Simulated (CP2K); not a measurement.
# BN under changes of volume

One of the cells (5.959 Å³/atom); the others are scaled copies at fixed shape and fractional positions:

```xyz
2
Lattice="2.5640 0.0000 0.0000 1.2820 2.2205 0.0000 1.2820 0.7402 2.0935" Properties=species:S:1:pos:R:3 pbc="T T T"
N     1.2820    0.7402    0.5234
B     0.0000    0.0000    0.0000
```

The cell is a database's computed one.

- Program: CP2K 2026.2
- Functional: LDA
- Potentials or basis: GTH_POTENTIALS N GTH-PADE-q5, B GTH-PADE-q3; DZVP-MOLOPT-PBE-GTH basis
- Density cutoff: 6123 eV
- k mesh: 13 × 13 × 13
- Occupations: fermi-dirac, width 0.05 eV
- Spin: no spin polarisation

```csv
volume (Å³/atom),energy over the lowest point (meV/atom),pressure (GPa),gap on the mesh (eV)
5.602,4.77,10.9,4.61
5.721,0.00,2.0,4.58
5.840,1.51,-6.0,4.55
5.959,8.71,-13.3,4.52
6.078,?,?,?
6.198,38.18,-26.0,4.47
6.317,59.55,-31.4,4.44
```

Task: What does the run at 6.078 Å³/atom give?

Result: Energy over the lowest point 21.10 meV/atom; pressure -19.9 GPa; gap on the mesh 4.49 eV.

Worked out: A Birch-Murnaghan fit of order 3 (a polynomial in V^(-2/3)) to the other rows has its minimum at 5.75 Å³/atom with B0 = V·E''(V) = 396 GPa and B' = 3.6. It gives 21.02 meV/atom at 6.078 Å³/atom, against the run's 21.10, and -dE/dV = -19.9 GPa, against -19.9. A straight line through the other rows of the gap, of slope -1.4 eV per unit of ln V, gives 4.49 eV, against the run's 4.49.

Energies are extrapolated to zero smearing.

Caveats: an odd mesh through Γ misses points on the zone boundary, where band edges often lie; the basis of atomic orbitals isn't converged, which shifts pressures, moduli and gaps.
